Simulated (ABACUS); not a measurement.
# BN (F-43m) in ABACUS: further runs

The runs below take BN through band structure, with LDA-PW92, HLE16.

Program: ABACUS 3.10.1. These are calculated values, not measurements. Logs are shortened: lines on timing, memory, paths and dates and some standing lists are left out, and cuts for length are marked.

**What was measured.**

A printed reference work, monograph reports, for a bulk crystal of BN at 300 K: band gap 6.4 eV (indirect).

The runs below are set against these values where they give the same quantity.

## Step 1: Starting point

Symmetry: F-43m, No. 216, cubic system. The conventional cell has a = 3.626 Å, b = 3.626 Å, c = 3.626 Å, α = 90.00°, β = 90.00°, γ = 90.00°. N (site symmetry -43m) is surrounded by 4 B at 1.57 Å. B (site symmetry -43m) is surrounded by 4 N at 1.57 Å.

The cell is a database's computed one.

## Step 2: Band structure, LDA-PW92

INPUT

```
INPUT_PARAMETERS
suffix              BN
calculation         nscf
basis_type          pw
pseudo_dir          ./
symmetry            -1
dft_functional      LDA_X+LDA_C_PW
ecutwfc             40.0
pseudo_rcut         10
nspin               1
nbands              14
ks_solver           dav
smearing_method     fd
smearing_sigma      0.00367493
scf_thr             1e-08
scf_nmax            100
mixing_type         broyden
mixing_beta         0.7
ecutrho             320.0
init_chg            file
pw_diag_thr         1e-07
out_band            1
kpar                4
```

STRU

```
ATOMIC_SPECIES
N 14.0070 n_lda_v1.2.uspp.F.UPF
B 10.8100 b_lda_v1.4.uspp.F.UPF

LATTICE_CONSTANT
1.8897261246

LATTICE_VECTORS
-1.8130010000 0.0000000000 1.8130010000
0.0000000000 1.8130010000 1.8130010000
-1.8130010000 1.8130010000 0.0000000000

ATOMIC_POSITIONS
Direct

N
0.0
1
0.7500000000 0.7500000000 0.7500000000 1 1 1

B
0.0
1
0.0000000000 0.0000000000 0.0000000000 1 1 1
```

KPT

```
K_POINTS
12
Line
0.00000000 0.00000000 0.00000000 10 // G
0.50000000 0.00000000 0.50000000 10 // X
0.50000000 0.25000000 0.75000000 10 // W
0.37500000 0.37500000 0.75000000 10 // K
0.00000000 0.00000000 0.00000000 10 // G
0.50000000 0.50000000 0.50000000 10 // L
0.62500000 0.25000000 0.62500000 10 // U
0.50000000 0.25000000 0.75000000 10 // W
0.50000000 0.50000000 0.50000000 10 // L
0.37500000 0.37500000 0.75000000 1 // K
0.62500000 0.25000000 0.62500000 10 // U
0.50000000 0.00000000 0.50000000 1 // X
```

Potentials or basis: GBRV ultrasoft 1.5 LDA, plane waves.

Launch:

```bash
$ OMP_NUM_THREADS=1 mpirun -np 4 abacus > log
```

running log:

```text
ABACUS v3.10.1

               Atomic-orbital Based Ab-initio Computation at UStc

 ------------------------------------------------------------------------------------

 READING GENERAL INFORMATION
                           global_out_dir = OUT.BN/
                           global_in_card = INPUT
                               pseudo_dir = ./
                              orbital_dir =
                                    DSIZE = 4
                                    GSIZE = 1
[... 5 lines left out ...]

 READING ATOM TYPE 1
                               atom label = N
                      L=0, number of zeta = 1
                      L=1, number of zeta = 1
                      L=2, number of zeta = 1
             number of atom for this type = 1

 READING ATOM TYPE 2
                               atom label = B
                      L=0, number of zeta = 1
                      L=1, number of zeta = 1
                      L=2, number of zeta = 1
             number of atom for this type = 1

                        TOTAL ATOM NUMBER = 2
DIRECT COORDINATES
    atom                   x                   y                   z     mag                  vx                  vy                  vz
taud_N1            0.7500000000        0.7500000000        0.7500000000  0.0000        0.0000000000        0.0000000000        0.0000000000
taud_B1            0.0000000000        0.0000000000        0.0000000000  0.0000        0.0000000000        0.0000000000        0.0000000000

                          Volume (Bohr^3) = 80.4305
                             Volume (A^3) = 11.9186

 Lattice vectors: (Cartesian coordinate: in unit of a_0)
               -1.813                  +0              +1.813
                   +0              +1.813              +1.813
               -1.813              +1.813                  +0
 Reciprocal vectors: (Cartesian coordinate: in unit of 2 pi/a_0)
            -0.275786           -0.275786           +0.275786
            +0.275786           +0.275786           +0.275786
            -0.275786           +0.275786           -0.275786
 The esolver type has been set to : ksdft_pw

                PAO radial cut off (Bohr) = 10

 Read in pseudopotential file is n_lda_v1.2.uspp.F.UPF
                     pseudopotential type = US
          exchange-correlation functional = PZ
                 nonlocal core correction = 1
                        valence electrons = 5
                                     lmax = 1
                           number of zeta = 2
                     number of projectors = 4
                           L of projector = 0
                           L of projector = 0
                           L of projector = 1
                           L of projector = 1
 XC functional updated to : LDA_X+LDA_C_PW
          exchange-correlation functional = LDA_X+LDA_C_PW
                PAO radial cut off (Bohr) = 10

 Read in pseudopotential file is b_lda_v1.4.uspp.F.UPF
                     pseudopotential type = US
          exchange-correlation functional = PZ
                 nonlocal core correction = 1
                        valence electrons = 3
                                     lmax = 1
                           number of zeta = 2
                     number of projectors = 4
                           L of projector = 0
                           L of projector = 0
                           L of projector = 1
                           L of projector = 1
 XC functional updated to : LDA_X+LDA_C_PW
          exchange-correlation functional = LDA_X+LDA_C_PW
     initial pseudo atomic orbital number = 8

 SETUP THE ELECTRONS NUMBER
             electron number of element N = 5
       total electron number of element N = 5
             electron number of element B = 3
       total electron number of element B = 3
            AUTOSET number of electrons:  = 8
                           occupied bands = 4
                                   NBANDS = 14
                                   NLOCAL = 18

 SETUP THE PLANE WAVE BASIS
 energy cutoff for charge/potential (unit:Ry) = 160
            fft grid for charge/potential = [ 20, 20, 20 ]
                        fft grid division = [ 1, 1, 1 ]
        big fft grid for charge/potential = [ 27, 27, 27 ]
                                     nbxx = 19683
                                     nrxx = 8000

 SETUP PLANE WAVES FOR CHARGE/POTENTIAL
                    number of plane waves = 2733
                         number of sticks = 253

 PARALLEL PW FOR CHARGE/POTENTIAL
     PROC   COLUMNS(POT)             PW
        1            253           2733
 --------------- sum -------------------
        1            253           2733
                            number of |g| = 65
                                  max |g| = 14.2228
                                  min |g| = 0

 energy cutoff for dense charge/potential (unit:Ry) = 320
      fft grid for dense charge/potential = [ 27, 27, 27 ]
                                     nrxx = 19683

 SETUP PLANE WAVES FOR dense CHARGE/POTENTIAL
                    number of plane waves = 7799
                         number of sticks = 511

 PARALLEL PW FOR dense CHARGE/POTENTIAL
     PROC   COLUMNS(POT)             PW
        1            511           7799
 --------------- sum -------------------
        1            511           7799
                            number of |g| = 129
                                  max |g| = 28.8259
                                  min |g| = 0

----------- Double Check Mixing Parameters Begin ------------
mixing_type: broyden
mixing_beta: 0.7
mixing_gg0: 1
mixing_gg0_min: 0.1
mixing_ndim: 8
----------- Double Check Mixing Parameters End ------------

 SETUP K-POINTS
                                    nspin = 1
                                   nkstot = 102
K-POINTS DIRECT COORDINATES
 KPOINTS    DIRECT_X    DIRECT_Y    DIRECT_Z  WEIGHT
       1  0.00000000  0.00000000  0.00000000  1.0000
       2  0.05000000  0.00000000  0.05000000  1.0000
       3  0.10000000  0.00000000  0.10000000  1.0000
       4  0.15000000  0.00000000  0.15000000  1.0000
       5  0.20000000  0.00000000  0.20000000  1.0000
       6  0.25000000  0.00000000  0.25000000  1.0000
[... 22 lines left out ...]
      29  0.40000000  0.35000000  0.75000000  1.0000
      30  0.38750000  0.36250000  0.75000000  1.0000
[... 72 further k points ...]

           k-point number in this process = 26
       minimum distributed K point number = 25

[... K-POINTS CARTESIAN COORDINATES: 26 rows ...]

[... K-POINTS DIRECT COORDINATES: 26 rows ...]

 SETUP PLANE WAVES FOR WAVE FUNCTIONS
     energy cutoff for wavefunc (unit:Ry) = 40
              fft grid for wave functions = [ 20, 20, 20 ]
                    number of plane waves = 537
                         number of sticks = 85

 PARALLEL PW FOR WAVE FUNCTIONS
     PROC   COLUMNS(POT)             PW
        1             85            537
 --------------- sum -------------------
        1             85            537

 SETUP NONLOCAL PSEUDOPOTENTIALS IN PLANE WAVE BASIS
 N non-local projectors:
 projector 1 L=0
 projector 2 L=0
 projector 3 L=1
 projector 4 L=1
 B non-local projectors:
 projector 1 L=0
 projector 2 L=0
 projector 3 L=1
 projector 4 L=1
      TOTAL NUMBER OF NONLOCAL PROJECTORS = 16

 Init Non-Local PseudoPotential table :
 Init Non-Local-Pseudopotential done.

                                     npwx = 360

 Make real space PAO into reciprocal space.
       max mesh points in Pseudopotential = 655
     dq(describe PAO in reciprocal space) = 0.01
                                    max q = 763

 number of pseudo atomic orbitals for N is 2
WARNING: norm of atomic wavefunction # 2 of atomic type N is 0.999999, renormalized

 number of pseudo atomic orbitals for B is 2
WARNING: norm of atomic wavefunction # 1 of atomic type B is 0.999999, renormalized
WARNING: norm of atomic wavefunction # 2 of atomic type B is 0.999884, renormalized

 -------------------------------------------
 NONSELF-CONSISTENT
 -------------------------------------------
                                 init_chg = file
 try to read charge from file
 Read in the charge density: OUT.BN//BN-CHARGE-DENSITY.restart

 PW ALGORITHM --------------- ION=   1  ELEC=   1--------------------------------
 k(1/102) Iter steps (avg)=11 threshold=1e-07
 k(2/102) Iter steps (avg)=10 threshold=1e-07
 k(3/102) Iter steps (avg)=10 threshold=1e-07
 k(4/102) Iter steps (avg)=10 threshold=1e-07
 k(5/102) Iter steps (avg)=9 threshold=1e-07
 k(6/102) Iter steps (avg)=13 threshold=1e-07
 k(7/102) Iter steps (avg)=16 threshold=1e-07
 k(8/102) Iter steps (avg)=18 threshold=1e-07
 k(9/102) Iter steps (avg)=25 threshold=1e-07
 k(10/102) Iter steps (avg)=16 threshold=1e-07
[... 6 lines left out ...]
 k(17/102) Iter steps (avg)=21 threshold=1e-07
 k(18/102) Iter steps (avg)=20 threshold=1e-07
 k(19/102) Iter steps (avg)=22 threshold=1e-07
 k(20/102) Iter steps (avg)=21 threshold=1e-07
 k(21/102) Iter steps (avg)=20 threshold=1e-07
 k(22/102) Iter steps (avg)=17 threshold=1e-07
 k(23/102) Iter steps (avg)=17 threshold=1e-07
 k(24/102) Iter steps (avg)=18 threshold=1e-07
 k(25/102) Iter steps (avg)=19 threshold=1e-07
 k(26/102) Iter steps (avg)=21 threshold=1e-07
[... levels at 26 k points of this process ...]

 Density error is 0.00000000000
                          Error Threshold = 1.00000000000e-07
----------------------------------------------------------
     Energy           Rydberg                 eV
----------------------------------------------------------
 E_KohnSham     -26.7872988686       -364.4598986418
 E_KS(sigma->0) -26.7872988686       -364.4598986418
 E_Harris       -26.7872988686       -364.4598986418
 E_band         1.7157068726         23.3433895653
 E_one_elec     4.3611412160         59.3363703204
 E_Hartree      3.5940642994         48.8997534507
 E_xc           -8.4816415821        -115.3986539103
 E_Ewald        -26.2608628019       -357.2973685026
 E_entropy(-TS) 0.0000000000         0.0000000000
 E_descf        0.0000000000         0.0000000000
 E_exx          0.0000000000         0.0000000000
 E_Fermi        0.9382400230         12.7654104051
----------------------------------------------------------

 charge density convergence is achieved
 final etot is -364.45989864 eV
 EFERMI = 12.765410405 eV

 STATE ENERGY(eV) AND OCCUPATIONS    NSPIN == 1
 1/26 kpoint (Cartesian) = 0.0000 0.0000 0.0000 (331 pws)
       1       -9.19432      0.0196078
       2        10.7702      0.0196078
       3        10.7702      0.0196078
       4        10.7702      0.0196078
       5        19.4297    2.55542e-60
       6        19.4297    2.55539e-60
       7        19.4297    2.55538e-60
       8        21.0775    1.24224e-74
       9        35.1006        0.00000
      10        38.4533        0.00000
      11        38.4533        0.00000
      12        38.7781        0.00000
      13        38.7781        0.00000
      14        38.7781        0.00000

 2/26 kpoint (Cartesian) = -0.027579 0.0000 0.0000 (335 pws)
       1       -9.11342      0.0196078
       2        10.5549      0.0196078
       3        10.5607      0.0196078
       4        10.5607      0.0196078
       5        19.2931    3.92588e-59
       6        19.7046    1.04496e-62
       7        19.7046    1.04496e-62
       8        21.3236    9.05978e-77
       9        34.7287        0.00000
      10        36.2190        0.00000
      11        38.5666        0.00000
      12        38.9922        0.00000
      13        38.9922        0.00000
      14        41.2046        0.00000
[... 33 lines left out ...]
 5/26 kpoint (Cartesian) = -0.11031 0.0000 0.0000 (347 pws)
       1       -7.92418      0.0196078
       2        8.03798      0.0196078
       3        8.50890      0.0196078
       4        8.50890      0.0196078
       5        18.0306    3.62406e-48
       6        22.6452    3.00624e-88
       7        22.7052    9.05340e-89
       8        22.7052    9.05340e-89
       9        28.9954        0.00000
      10        37.0858        0.00000
      11        40.2645        0.00000
      12        42.0855        0.00000
      13        42.0855        0.00000
      14        44.9756        0.00000

 6/26 kpoint (Cartesian) = -0.13789 0.0000 0.0000 (343 pws)
       1       -7.23666      0.0196078
       2        6.87437      0.0196078
       3        7.77101      0.0196078
       4        7.77101      0.0196078
       5        17.4364    5.26141e-43
       6        22.1907    2.66129e-84
       7        23.9808        0.00000
       8        23.9808        0.00000
       9        28.7435        0.00000
      10        37.4837        0.00000
      11        41.2830        0.00000
      12        43.7453        0.00000
      13        43.7453        0.00000
      14        46.4219        0.00000

[... levels at 20 further k points ...]

 --------------------------------------------
 !FINAL_ETOT_IS -364.4598986417978 eV
 --------------------------------------------

 Output bands in file: OUT.BN/BANDS_1.dat
```

Wall time 1.2 s (4 MPI ranks of Intel Xeon Platinum 8259CL at 2.50GHz (Skylake/Cascade Lake), shared host); peak memory 0.36 GiB.

What came out:

| Property | Result |
| --- | --- |
| Band gap along the path | 4.34 eV, indirect (least direct gap 8.66 eV) |

Levels at the corners of the path, in eV from the Fermi level:
```csv
point,band 2,band 3,band 4,band 5,band 6,band 7
Γ,-1.79,-1.79,-1.79,6.87,6.87,6.87
X,-10.62,-6.67,-6.67,2.55,7.32,15.80
W,-9.26,-8.75,-8.29,7.61,11.35,12.42
K,-9.81,-9.45,-5.85,4.98,10.91,13.76
Γ,-1.79,-1.79,-1.79,6.87,6.87,6.87
L,-12.42,-3.72,-3.72,8.32,8.74,8.74
U,-9.81,-9.45,-5.85,4.98,10.91,13.76
W,-9.26,-8.75,-8.29,7.61,11.35,12.42
L,-12.42,-3.72,-3.72,8.32,8.74,8.74
K,-9.81,-9.45,-5.85,4.98,10.91,13.76
U,-9.81,-9.45,-5.85,4.98,10.91,13.76
X,-10.62,-6.67,-6.67,2.55,7.32,15.80
```

Caveat: the density is read from an earlier self-consistent run, whose mesh may be coarse.

(Part 1 of 2 ends here.)
